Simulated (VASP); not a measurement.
# Sr₆Cl₁₁: nudged elastic band

Sr₆Cl₁₁, defect, 17 atoms in the cell. PBE, nudged elastic band; PAW potentials Sr_sv, Cl (PBE set).

Path: a Cl atom hops into a neighbouring Cl vacancy; Moving images: 1; Charge of the cell: 1.

## Input

INCAR.step1:
```
  ALGO = Normal
  EDIFF = 1E-6
  EDIFFG = -0.02
  ENCUT = 300
  IBRION = 2
  ISIF = 2
  ISMEAR = 0
  ISYM = 0
  KPAR = 8
  LASPH = T
  LCHARG = F
  LREAL = F
  LWAVE = F
  NELECT = 136.0
  NELM = 100
  NSW = 100
  POTIM = 0.5
  PREC = Normal
  SIGMA = 0.05
```

INCAR.step3, as INCAR.step1 but for:
```
- EDIFFG = -0.02
- IBRION = 2
- ISIF = 2
- POTIM = 0.5
+ EDIFFG = -0.05
+ IBRION = 1
+ IMAGES = 1
+ POTIM = 0.3
+ SPRING = -5
```

KPOINTS:
```
k-points
0
Gamma
  4 4 4
```

00/POSCAR:
```
Sr6Cl11
1.0
    0.0000000000      3.4883500000      3.4883500000
    6.9767000000      0.0000000000      6.9767000000
   10.4650500000     10.4650500000      0.0000000000
Sr Cl
6 11
Direct
    0.9843862137      0.0124682201      0.0020997669
    0.0179272910      0.9812989048      0.3338513487
    0.9969465435      0.0026689253      0.6669173513
    0.0106062675      0.5112312293      0.9854273312
    0.9782980282      0.5067484255      0.3432935251
    0.0007401320      0.4980264377      0.6675016109
    0.7475855134      0.3727799473      0.5864114804
    0.7557364083      0.3795402266      0.9098073035
    0.7591977460      0.8687280647      0.2480161181
    0.7591836952      0.8814531943      0.5729600292
    0.7256216141      0.8736188681      0.9338447440
    0.2036563692      0.1516481896      0.0964426239
    0.2649596722      0.1544376434      0.3871267238
    0.2547535453      0.1155871210      0.7530747083
    0.2671645954      0.5698444782      0.1085983270
    0.2760535541      0.6081368661      0.4105267594
    0.2471828110      0.6367832579      0.7441002483
```

01/POSCAR:
```
Sr6Cl11
1.0
    0.0000000000      3.4883500000      3.4883500000
    6.9767000000      0.0000000000      6.9767000000
   10.4650500000     10.4650500000      0.0000000000
Sr Cl
6 11
Direct
    1.0176466039     -0.0044658625     -0.0088024689
    0.0184103812      0.9776466788      0.3359671964
    1.0127788384     -0.0050272699      0.6614799480
    0.0110935602      0.5076094384      0.9875514825
    1.0117512192      0.4897070982      0.3323592091
    0.0165966708      0.4903173095      0.6620629324
    0.7611311955      0.3712506792      0.5784306894
    0.7601073599      0.3552601398      0.9230790966
    0.7606603549      0.8921419820      0.2314822612
    0.7707248825      0.8649657496      0.5761845974
    0.7394185596      0.8754123896      0.9234341982
    0.0147882737      0.2426298966      0.1617198348
    0.2693185092      0.1300539757      0.4004357642
    0.2682237008      0.1140682960      0.7451246194
    0.2687007359      0.5932226974      0.0920513598
    0.2899575552      0.6098676687      0.4001212053
    0.2586915990      0.6203391327      0.7473180740
```

02/POSCAR:
```
Sr6Cl11
1.0
    0.0000000000      3.4883500000      3.4883500000
    6.9767000000      0.0000000000      6.9767000000
   10.4650500000     10.4650500000      0.0000000000
Sr Cl
6 11
Direct
    1.0509069941     -0.0213999452     -0.0197047046
    0.0188934714      0.9739944529      0.3380830441
    1.0286111334     -0.0127234650      0.6560425448
    0.0115808528      0.5039876474      0.9896756338
    1.0452044102      0.4726657710      0.3214248930
    0.0324532096      0.4826081814      0.6566242539
    0.7746768775      0.3697214111      0.5704498985
    0.7644783115      0.3309800531      0.9363508896
    0.7621229639      0.9155558993      0.2149484043
    0.7822660698      0.8484783049      0.5794091656
    0.7532155051      0.8772059111      0.9130236524
   -0.1740798217      0.3336116036      0.2269970458
    0.2736773463      0.1056703081      0.4137448047
    0.2816938564      0.1125494710      0.7371745305
    0.2702368763      0.6166009166      0.0755043927
    0.3038615564      0.6115984713      0.3897156513
    0.2702003870      0.6038950075      0.7505358997
```

POSCAR.step1:
```
Sr6Cl11
1.0
    0.0000000000      3.4883500000      3.4883500000
    6.9767000000      0.0000000000      6.9767000000
   10.4650500000     10.4650500000      0.0000000000
Sr Cl
6 11
Direct
    0.0000000000      0.0000000000      0.0000000000
    0.0000000000      0.0000000000      0.3333333333
    0.0000000000      0.0000000000      0.6666666667
    0.0000000000      0.5000000000      0.0000000000
    0.0000000000      0.5000000000      0.3333333333
    0.0000000000      0.5000000000      0.6666666667
    0.7500000000      0.3750000000      0.5833333333
    0.7500000000      0.3750000000      0.9166666667
    0.7500000000      0.8750000000      0.2500000000
    0.7500000000      0.8750000000      0.5833333333
    0.7500000000      0.8750000000      0.9166666667
    0.2500000000      0.1250000000      0.0833333333
    0.2500000000      0.1250000000      0.4166666667
    0.2500000000      0.1250000000      0.7500000000
    0.2500000000      0.6250000000      0.0833333333
    0.2500000000      0.6250000000      0.4166666667
    0.2500000000      0.6250000000      0.7500000000
```

POSCAR.step2:
```
Sr6Cl11
1.0
    0.0000000000      3.4883500000      3.4883500000
    6.9767000000      0.0000000000      6.9767000000
   10.4650500000     10.4650500000      0.0000000000
Sr Cl
6 11
Direct
    0.0000000000      0.0000000000      0.0000000000
    0.0000000000      0.0000000000      0.3333333333
    0.0000000000      0.0000000000      0.6666666667
    0.0000000000      0.5000000000      0.0000000000
    0.0000000000      0.5000000000      0.3333333333
    0.0000000000      0.5000000000      0.6666666667
    0.7500000000      0.3750000000      0.5833333333
    0.7500000000      0.3750000000      0.9166666667
    0.7500000000      0.8750000000      0.2500000000
    0.7500000000      0.8750000000      0.5833333333
    0.7500000000      0.8750000000      0.9166666667
   -0.2500000000      0.3750000000      0.2500000000
    0.2500000000      0.1250000000      0.4166666667
    0.2500000000      0.1250000000      0.7500000000
    0.2500000000      0.6250000000      0.0833333333
    0.2500000000      0.6250000000      0.4166666667
    0.2500000000      0.6250000000      0.7500000000
```

Commands (each step's output is kept before the next begins):
```
cat potpaw_PBE.64/Sr_sv/POTCAR potpaw_PBE.64/Cl/POTCAR > POTCAR
cp INCAR.step1 INCAR
cp POSCAR.step1 POSCAR
mpirun -np 8 vasp_std > vasp.out
cp POSCAR.step2 POSCAR
mpirun -np 8 vasp_std > vasp.out
# 00 and 02 hold the relaxed ends, the second shifted as a whole so that the mean position stays; the images between are interpolated (pair-distance (IDPP))
cp INCAR.step3 INCAR
mpirun -np 8 vasp_std > vasp.out
```

## Result

- Barrier (eV): 0.289
- Barrier of the reverse step (eV): 0.289
- Energy of the second end over the first (eV): 0.000
- Top of the path (share of its length): 0.50
- Length of the path (Å): 3.09
- Steps of the band: 13
- Ionic steps, all stages: 51
- Electronic steps, all stages: 483

Energy along the relaxed band:

| Image | Distance along the path (Å) | Energy above the first end (eV) | Slope along the path (eV/Å) | Largest force across the path (eV/Å) |
|---|---|---|---|---|
| 0 | 0.000 | 0.000 | relaxed end |  |
| 1 | 1.546 | 0.289 | 0.001 | 0.049 |
| 2 | 3.093 | -0.000 | relaxed end |  |

The cell is SrCl2 (18 atoms) with one Cl atom missing.

The two ends have the same energy within 0.01 eV.

Limits: the cell holds 17 atoms, so the vacancy or interstitial meets its own images and the barrier isn't that of a lone defect; the cell is charged against a uniform background; the barrier compares two equally charged cells; the atom stays on the straight, symmetric line between the sites, so the barrier is an upper bound: a way around it wasn't tried; a single image in the middle can't show two humps with a dip between them, and says nothing of the springs.

VASP 6.6.1 took 1852 s on 8 cores (Intel Xeon 6975P-C (Granite Rapids)), a shared host.
